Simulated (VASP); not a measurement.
Write the native input for VASP 6.6.1 that does the following.

```yaml
Task: single point
Functional: r2SCAN
Dispersion: D3(BJ)
Potentials_or_basis: VASP PAW PBE potentials, release 64 (H)
Cutoff: 520 eV
k_mesh: 1 × 1 × 1
Occupations: fermi-dirac, width 0.02 eV
Spin: no spin polarisation
Dipole_correction: no
Further_INCAR_settings: ALGO = Normal; EDIFF = 1e-07; NBANDS = 18
```

The system is H.

```
CELL_PARAMETERS angstrom
5.64622 0.00000 0.00000
0.00000 5.64622 0.00000
0.00000 0.00000 5.64622
ATOMIC_POSITIONS crystal
H 0.49841 0.90282 0.00151
H 0.40696 0.83319 0.93797
H 0.56653 0.42562 0.54860
H 0.55489 0.42764 0.41809
H 0.98733 0.04482 0.63286
H 0.88947 0.01714 0.71660
H 0.79041 0.52742 0.87197
H 0.85590 0.55587 0.76329
H 0.22896 0.49387 0.81604
H 0.25247 0.48304 0.68728
H 0.03233 0.98806 0.25769
H 0.94595 0.97699 0.16007
```

The cell was built by a generator and needn't be a form met in nature.

These files were run (other wordings do the same):

POSCAR

```
H
1.0
    5.6462160000      0.0000000000      0.0000000000
    0.0000000000      5.6462160000      0.0000000000
    0.0000000000      0.0000000000      5.6462160000
H
12
Direct
    0.4984132504      0.9028188790      1.0015115698
    0.4069640980      0.8331860661      0.9379725912
    0.5665307650      0.4256185804      0.5485999884
    0.5548937361      0.4276444126      0.4180949242
    0.9873322156      0.0448235895      0.6328641659
    0.8894742918      0.0171383975      0.7166036020
    0.7904089462      0.5274202714      0.8719707772
    0.8559028278      0.5558707115      0.7632935921
    0.2289645101      0.4938749279      0.8160422816
    0.2524742297      0.4830372398      0.6872813793
    1.0323346158      0.9880555460      0.2576878986
    0.9459506135      0.9769879785      0.1600723297
```

INCAR.step1

```
PREC = Accurate
ENCUT = 520
ISMEAR = -1
SIGMA = 0.02
LREAL = False
LASPH = True
NELM = 100
NBANDS = 18
GGA = PE
ALGO = Normal
EDIFF = 1E-4
LWAVE = True
LCHARG = False
```

INCAR.step2

```
PREC = Accurate
ENCUT = 520
EDIFF = 1E-7
ISMEAR = -1
SIGMA = 0.02
LREAL = False
LASPH = True
NELM = 100
ALGO = Normal
ISIF = 2
LWAVE = False
LCHARG = True
METAGGA = R2SCAN
LMIXTAU = True
IVDW = 12
VDW_S6 = 1.0
VDW_S8 = 0.78981345
VDW_A1 = 0.49484001
VDW_A2 = 5.73083694
LELF = True
LVHAR = True
NBANDS = 18
ISTART = 1
```

KPOINTS

```
Automatic mesh
0
Gamma
  1 1 1
```

Potentials or basis: VASP PAW PBE potentials, release 64 (H).

Launch:

```sh
$ cat potpaw_PBE.64/H/POTCAR > POTCAR
$ cp INCAR.step1 INCAR
$ mpirun -np 1 vasp_gam > vasp.out
$ cp INCAR.step2 INCAR
$ mpirun -np 1 vasp_gam > vasp.out
```

It gave:

```json
{"Pressure": "0.9 GPa", "Largest force": "0.374 eV/Å", "Band gap on the k mesh": "10.18 eV, direct", "Dispersion energy per atom": "-0.007 eV"}
```

Caveat: the PAW data sets were made with another functional, which shifts forces and pressure a little.

Run time: 25 s on 1 thread of Intel(R) Xeon(R) 6975P-C (Granite Rapids), on a shared host, peak memory 0.25 GiB.
